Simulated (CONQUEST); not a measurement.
Runs of CONQUEST 1.3 on KBr. Symmetry: Pm-3m, No. 221, cubic system. The conventional cell has a = 4.043 Å, b = 4.043 Å, c = 4.043 Å, α = 90.00°, β = 90.00°, γ = 90.00°. Around Br (site symmetry m-3m) lie 8 K at 3.50 Å. K (site symmetry m-3m) is surrounded by 8 Br at 3.50 Å. Measurements of this composition are mostly on another form, of space group No. 225.

```csv
task,level,potentials or basis,spin,cell,k mesh,smearing,other keys,gap on the mesh (eV),pressure (GPa),moment (μB)
single point,PBEsol,"PseudoDojo NC PBEsol, DZ, grid cutoff 80 Ha","collinear, ferromagnetic start","atoms moved at random, drawn with an rms of 0.15 Å",5 × 5 × 5,fermi-dirac 0.05 eV,-,3.60,-1.7,0.00
density of states,revPBE,"PseudoDojo NC PBE, DZP, grid cutoff 120 Ha",off,edges of the box strained at random at fixed volume,6 × 6 × 6,fermi-dirac 0.027 eV,-,4.20,-,-
single point,B86bPBE,"PseudoDojo NC PBE, DZP, grid cutoff 80 Ha","collinear, zero start",as given,7 × 7 × 7,fermi-dirac 0.1 eV,General.PartitionMethod = Hilbert,4.02,(a),0.00
band structure,PBEsol,"PseudoDojo NC PBEsol, DZ, grid cutoff 80 Ha","collinear, ferromagnetic start","atoms moved at random, drawn with an rms of 0.15 Å",5 × 5 × 5,fermi-dirac 0.05 eV,-,-,-,0.00
```

Q: Estimate the missing entries.

A: (a) -0.3.

Caveats: the basis of atomic orbitals isn't converged, which shifts pressures, moduli and gaps; the atomic basis is small (some runs); an odd mesh through Γ misses points on the zone boundary, where band edges often lie (some runs); the potentials were made for another functional, which shifts forces and pressure (some runs).

A k mesh can miss the band edges, and the runs leave out spin-orbit coupling on Br.
